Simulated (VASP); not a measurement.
VASP ran on this input.

**INCAR**
```
# general
SYSTEM  = Sb2Te3
PREC    = Accurate
ENCUT   = 480
LREAL   = Auto   # projection in real space or not
LASPH   = .True.   # aspherical one-centre terms

# electronic loop
EDIFF   = 1E-6
NELM    = 100   # most electronic steps
ALGO    = Normal
LMAXMIX = 4

# smearing
ISMEAR  = 1
SIGMA   = 0.1

# functional
GGA     = PS   # PBEsol

# ions
IBRION  = 2   # conjugate gradients
NSW     = 60   # most ionic steps
ISIF    = 3   # ions, shape and volume
EDIFFG  = -0.02

# output
LWAVE   = .False.
LCHARG  = .False.
```

### POSCAR
```
Sb2Te3
1
    4.2689012663    -0.0000000000    -0.0000000000
   -2.1344506332     3.6969767214     0.0000000000
    0.0000000000    -0.0000000000    30.1758951897
Sb Te
6 9
Direct
  0.3333330000   0.6666670000   0.0645741693
  0.3333330000   0.6666670000   0.2687598307
  0.0000000000   0.0000000000   0.3979071693
  0.0000000000   0.0000000000   0.6020928307
  0.6666670000   0.3333330000   0.7312401693
  0.6666670000   0.3333330000   0.9354258307
  0.0000000000   0.0000000000   0.0000000000
  0.0000000000   0.0000000000   0.2124331551
  0.6666670000   0.3333330000   0.1208998449
  0.6666670000   0.3333330000   0.3333330000
  0.6666670000   0.3333330000   0.5457661551
  0.3333330000   0.6666670000   0.4542338449
  0.3333330000   0.6666670000   0.6666670000
  0.3333330000   0.6666670000   0.8791001551
  0.0000000000   0.0000000000   0.7875668449
```

### KPOINTS
```
Automatic mesh
0
Gamma
8 8 1
0 0 0
```

POTCAR, in this order: Sb Te (PBE.64 set). Program: vasp_std.

Task: Translate this PBEsol calculation to Ansatz.

Result: One equivalent input (not run):
Ansatz 0.2 input:
```yaml
crystal:
  lattice:
    - [4.2689013, 0.0000000, 0.0000000]
    - [-2.1344506, 3.6969767, 0.0000000]
    - [0.0000000, 0.0000000, 30.1758952]
  atoms:
    - { symbol: Sb, position: [0.3333330, 0.6666670, 0.0645742] }
    - { symbol: Sb, position: [0.3333330, 0.6666670, 0.2687598] }
    - { symbol: Sb, position: [0.0000000, 0.0000000, 0.3979072] }
    - { symbol: Sb, position: [0.0000000, 0.0000000, 0.6020928] }
    - { symbol: Sb, position: [0.6666670, 0.3333330, 0.7312402] }
    - { symbol: Sb, position: [0.6666670, 0.3333330, 0.9354258] }
    - { symbol: Te, position: [0.0000000, 0.0000000, 0.0000000] }
    - { symbol: Te, position: [0.0000000, 0.0000000, 0.2124332] }
    - { symbol: Te, position: [0.6666670, 0.3333330, 0.1208998] }
    - { symbol: Te, position: [0.6666670, 0.3333330, 0.3333330] }
    - { symbol: Te, position: [0.6666670, 0.3333330, 0.5457662] }
    - { symbol: Te, position: [0.3333330, 0.6666670, 0.4542338] }
    - { symbol: Te, position: [0.3333330, 0.6666670, 0.6666670] }
    - { symbol: Te, position: [0.3333330, 0.6666670, 0.8791002] }
    - { symbol: Te, position: [0.0000000, 0.0000000, 0.7875668] }
kpoints:
  mp_grid: { grid: [8, 8, 1] }
hamiltonian:
  xc: pbesol
  pseudopotentials: { kind: paw }
scf:
  occupations: { method: methfessel_paxton, width: 0.1 }
  max_iter: 100
relax:
  max_steps: 60
  f_tol: 0.02
  cell: {}
output: { forces: true, stress: true, eigenvalues: true }
```
Limits of the translation: each code has its own PAW files, so the cut-off isn't converted (ENCUT is set for VASP's; basis.ecutwfc is left out, and Ansatz then takes the one that its files recommend); Ansatz stops its SCF on the density residual and VASP on the energy change (EDIFF).

The compound is Sb2Te3 in the tetradymite structure. This run relaxes it. Symmetry was kept, so distortions that lower it aren't found. The start is the result of an earlier pass.
